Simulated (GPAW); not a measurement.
# MgI2 (1T monolayer): G0W0 with GPAW, start to end

How does a plane-wave GW calculation on MgI2 (1T monolayer) run from the first input to the gap?

Method: LDA and many-body steps on it, plane waves, in GPAW 26.7.0.

Report form: the programs' logs are mostly left out.

## (1) The starting structure

The cell holds 3 atoms: 1 Mg and 2 I. Its edges and angles: a = 4.070 Å, b = 4.070 Å, c = 14.300 Å, α = 90.0°, β = 90.0°, γ = 120.0°. Vacuum lies along c.

Coordinates:

```
Mg I
1.0
     4.06971    0.00000    0.00000
    -2.03486    3.52447    0.00000
     0.00000    0.00000   14.30000
Mg I
1 2
Direct
  0.00000 0.00000 0.50000
  0.33333 0.66667 0.61564
  0.66667 0.33333 0.38436
```

The start is a generated structure, not a measured one. Spin-orbit coupling is left out unless a step names it.

## (2) Relaxation

This step: GPAW 26.7.0; DFT, LDA, plane waves, PAW.

A relaxation at this level of theory: leftover forces would pass straight into the levels.

run.py reads:

```python
import json
import numpy as np
from gpaw.mpi import world
from ase import Atoms
from ase.constraints import FixSymmetry
from ase.filters import FrechetCellFilter
from ase.optimize import BFGS
from gpaw import GPAW, PW, FermiDirac

atoms = Atoms(['Mg', 'I', 'I'],
    cell=[[4.0697129000, 0.0000000000, 0.0000000000],
      [-2.0348564500, 3.5244747575, 0.0000000000],
      [0.0000000000, 0.0000000000, 14.3000000000]],
    scaled_positions=[[0.0000000000, 0.0000000000, 0.5000000000],
      [0.3333333333, 0.6666666667, 0.6156418961],
      [0.6666666667, 0.3333333333, 0.3843581039]],
    pbc=(True, True, False))
atoms.set_constraint(FixSymmetry(atoms))
atoms.calc = GPAW(mode=PW(550),
    xc='LDA',
    kpts={'size': (9, 9, 1), 'gamma': True},
    occupations=FermiDirac(0.02),
    convergence={'density': 1e-5},
    txt='relax.txt')
steps = []
opt = BFGS(FrechetCellFilter(atoms, mask=[1, 1, 0, 0, 0, 1]), logfile='bfgs.log')
opt.attach(lambda: steps.append([atoms.get_potential_energy(), atoms.cell[:], atoms.positions.copy(), atoms.get_forces()]))
converged = opt.run(fmax=0.03, steps=50)
res = {'converged': bool(converged), 'steps': steps, 'cell': atoms.cell[:], 'frac': atoms.get_scaled_positions()}

if world.rank == 0:
    with open('result.json', 'w') as f:
        json.dump(res, f, default=lambda x: x.tolist())
```

The run is started by

```sh
$ mpirun -n 8 gpaw python run.py
```

The job ended after 16 s (8 MPI ranks of Arm Neoverse V1, shared host; peak memory 1.4 GiB).

Little changed from the start: no atom moved by 0.005 Å and no cell edge by 0.1 %.

## (3) Ground state

The ground-state density comes first.

run.py reads:

```python
import json
import numpy as np
from gpaw.mpi import world
from ase import Atoms
from gpaw import GPAW, PW, FermiDirac

atoms = Atoms(['Mg', 'I', 'I'],
    cell=[[4.0697129000, 0.0000000000, 0.0000000000],
      [-2.0348564500, 3.5244747575, 0.0000000000],
      [0.0000000000, 0.0000000000, 14.3000000000]],
    scaled_positions=[[0.0000000000, 0.0000000000, 0.5000000000],
      [0.3333333333, 0.6666666667, 0.6156418961],
      [0.6666666667, 0.3333333333, 0.3843581039]],
    pbc=(True, True, False))
calc = GPAW(mode=PW(450),
    xc='LDA',
    kpts={'size': (9, 9, 1), 'gamma': True},
    occupations=FermiDirac(0.001),
    nbands=-7,
    convergence={'density': 1e-6, 'bands': -3},
    maxiter=100,
    txt='gs.txt')
atoms.calc = calc
res = {'energy': atoms.get_potential_energy()}
kpts = calc.get_ibz_k_points()
res['kpts'] = kpts
res['eigenvalues'] = [calc.get_eigenvalues(kpt=k) for k in range(len(kpts))]
res['n_electrons'] = calc.get_number_of_electrons()
calc.write('gs.gpw')

if world.rank == 0:
    with open('result.json', 'w') as f:
        json.dump(res, f, default=lambda x: x.tolist())
```

The run is started by

```sh
$ mpirun -n 8 gpaw python run.py
```

The job ended after 15 s (8 MPI ranks; peak memory 1.3 GiB; 89 s of CPU time).

Numbers from this step:

```
total energy               : -9.014 eV
gap                        : 3.603 eV
k of the valence top       : 0, 0, 0
k of the conduction bottom : 0.4444, 0, 0
least direct gap           : 4.067 eV
```

The gap is indirect, with the least direct gap 0.46 eV higher.

## (4) Empty states on the mesh, 6×6×1 mesh, 343 bands

The sums over transitions need many empty states on a uniform mesh; this step solves for them.

run.py reads:

```python
import json
import numpy as np
from gpaw.mpi import world
from gpaw import GPAW

calc = GPAW('gs.gpw').fixed_density(kpts={'size': (6, 6, 1), 'gamma': True},
    parallel={'domain': 1, 'band': 1},
    txt='nscf.txt')
calc.diagonalize_full_hamiltonian(nbands=343)
calc.write('full.gpw', mode='all')
res = {}
kpts = calc.get_ibz_k_points()
res['kpts'] = kpts
res['eigenvalues'] = [calc.get_eigenvalues(kpt=k) for k in range(len(kpts))]
res['n_electrons'] = calc.get_number_of_electrons()

if world.rank == 0:
    with open('result.json', 'w') as f:
        json.dump(res, f, default=lambda x: x.tolist())
```

The run is started by

```sh
$ mpirun -n 7 gpaw python run.py
```

Elapsed: 2.8 min, on 7 MPI ranks; peak memory 9.7 GiB; 17 min of CPU time.

Numbers from this step:

| Quantity | Value |
| --- | --- |
| gap | 3.545 eV |
| k of the valence top | 0, 0, 0 |
| k of the conduction bottom | 0.5, 0.5, 0 |
| least direct gap | 4.067 eV |
| k points computed | 7 |
| lowest point of the top converged band, above the valence top | 78.8890 eV |

On this mesh the gap is 3.545 eV.

## (5) Screening and self-energy, 6×6×1 mesh, 154 bands, screening to 48 eV

Now the one-shot GW correction: screening in the RPA, then the self-energy of the levels asked for.

This step: G0W0 on LDA, plane waves, PAW.

run.py reads:

```python
import json
import numpy as np
from gpaw.mpi import world
from gpaw.response.g0w0 import G0W0

gw = G0W0('full.gpw',
    filename='gw',
    kpts=[0, 6],
    bands=(10, 14),
    ecut=48,
    nbands=154,
    truncation='2D',
    integrate_gamma='sphere',
    q0_correction=True,
    frequencies={'type': 'nonlinear', 'domega0': 0.15, 'omega2': 15.0},
    eta=0.1,
    nblocksmax=True)
gw.calculate()
res = {mode: {k: v for k, v in r.items() if k != 'sigma_eskwn'}
       for mode, r in gw.all_results.items()}

if world.rank == 0:
    with open('result.json', 'w') as f:
        json.dump(res, f, default=lambda x: x.tolist())
```

The run is started by

```sh
$ mpirun -n 8 gpaw python run.py
```

Elapsed: 85 s, on 8 MPI ranks; peak memory 2.7 GiB; 9.7 min of CPU time.

Numbers from this step:

| Property | Result |
| --- | --- |
| G0W0 gap on the points computed | 5.634 eV |
| least direct G0W0 gap on the computed points | 6.187 eV |
| Z at the valence top | 0.7996 |
| Z at the conduction bottom | 0.8215 |
| starting gap on the mesh | 3.545 eV |
| k of the valence top | 0, 0, 0 |
| k of the conduction bottom | 0.5, 0.5, 0 |

The gap on the mesh goes from 3.55 eV to 5.63 eV, a correction of +2.09 eV. The start differs from the 3.60 eV found before because the two sample other k points.

Limits: finite bands, cutoff and mesh; no spin-orbit coupling. v1 is the top filled band, c1 the lowest empty one. Levels before and after the correction, in eV, zero at the valence-band top of each column:

```
           conduction bottom  valence top
Kohn-Sham               3.55         0.00
     G0W0               5.63         0.00
```

```
                    level  energy (eV)
Kohn-Sham         Γ v2-v1        0.000
Kohn-Sham            Γ c1        4.067
Kohn-Sham            Γ c2        4.832
Kohn-Sham  (0.5 0.5 0) v2       -0.838
Kohn-Sham  (0.5 0.5 0) v1       -0.523
Kohn-Sham  (0.5 0.5 0) c1        3.545
Kohn-Sham  (0.5 0.5 0) c2        5.341
     G0W0         Γ v2-v1        0.000
     G0W0            Γ c1        6.187
     G0W0            Γ c2        6.898
     G0W0  (0.5 0.5 0) v2       -1.058
     G0W0  (0.5 0.5 0) v1       -0.623
     G0W0  (0.5 0.5 0) c1        5.634
     G0W0  (0.5 0.5 0) c2        7.372
```

## (6) Where the time went

Times are wall times on the hardware named with each run, good to a factor of about two.

```
                     step     time  share  memory (GiB)
               relaxation     16 s    6 %           1.4
             ground state     15 s    5 %           1.3
 empty states on the mesh  2.8 min   59 %           9.7
screening and self-energy     85 s   30 %           2.7
```

## (7) What came out

- LDA gap: 3.60 eV, indirect
- G0W0 gap on the mesh: 5.63 eV
- GW settings: 6×6×1 mesh, 154 bands, screening to 48 eV, full frequency, Hilbert transform
- known limits: not at the basis limit; no spin-orbit coupling

In words: G0W0 moves the gap on the mesh from 3.55 eV to 5.63 eV (+2.09 eV), with Z of 0.80 and 0.82 at the edges. Only 2 of the mesh's irreducible points were corrected, so a valley elsewhere could overtake. The dearest step here is «empty states on the mesh». Bands and cutoff are finite, so the gap is not at the basis limit. The miss can reach some tenths of an eV and take either sign; the mesh is an error of its own. These stock PAW sets were not made for GW; the filled d or f shell of I lies in the frozen core, which bears on start and correction. In the G0W0 run levels were corrected at 2 k points alone, so a gap called «on the mesh» is the least over those, and an edge elsewhere would be missed. The many-body steps are scalar-relativistic: spin-orbit coupling is not in them.

[Paths, hosts, dates, memory and timing lines, banners, echoed tables and standing remarks are left out of the program output.]

[Logs are printed without paths, hosts, clocks, repeated set-up lines and the standing remarks that a program may print on its own settings, such as how far it seeks lower states.]

[Runs of the session that timed out or met a known fault of the program may be left out.]

[Hosts, paths, dates, database ids (printed as entryN), source tags and the programs' standing remarks are cut or masked in the printed files.]
